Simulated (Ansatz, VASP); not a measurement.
# One calculation of Cu, two programs

File INCAR:

```
PREC = Accurate
ENCUT = 520
EDIFF = 1E-6
ISMEAR = -1
SIGMA = 0.1
LREAL = F
LASPH = T
NELM = 80
ALGO = Normal
ISIF = 2
LWAVE = F
LCHARG = T
GGA = PS
LELF = T
LVHAR = T
NBANDS = 12
```

Contents of KPOINTS:

```
Automatic mesh
0
Gamma
  14 14 14
```

POSCAR

```
Cu
1.0
    0.0000000000      1.8312856224      1.8312856224
    1.8312856224      0.0000000000      1.8312856224
    1.8312856224      1.8312856224      0.0000000000
Cu
1
Direct
    0.0000000000      0.0000000000      0.0000000000
```

Input for Ansatz:

```yaml
crystal:
  lattice:
    - [0.0, 1.8312856224049705, 1.8312856224049705]
    - [1.8312856224049705, 0.0, 1.8312856224049705]
    - [1.8312856224049705, 1.8312856224049705, 0.0]
  atoms:
    - { symbol: Cu, position: [0.0, 0.0, 0.0] }
basis:
  ecutwfc: 500.0
kpoints:
  mp_grid:
    grid: [14, 14, 14]
hamiltonian:
  xc: pbesol
scf:
  occupations:
    method: fermi_dirac
    width: 0.1
output:
  stress: true
```

Alike in both runs: task single point; functional PBEsol; k mesh 14 × 14 × 14; occupations fermi-dirac, width 0.1 eV; no spin polarisation.

|  | VASP | Ansatz |
| --- | --- | --- |
| version | VASP 6.6.1 | Ansatz 0.2.0 |
| potentials or method | VASP PAW PBE potentials, release 64 (Cu) | plane waves, PAW |
| plane-wave cutoff (eV) | 520 | 500 |
| valence electrons in the cell | 11 | 19 |

|  | VASP | Ansatz | Ansatz less VASP |
| --- | --- | --- | --- |
| pressure (GPa) | -10.5 | -11.2 | -0.70 |

The two sets of potentials don't hold the same shells in valence.

Caveats: the PAW data sets were made with another functional, which shifts forces and pressure a little (VASP).
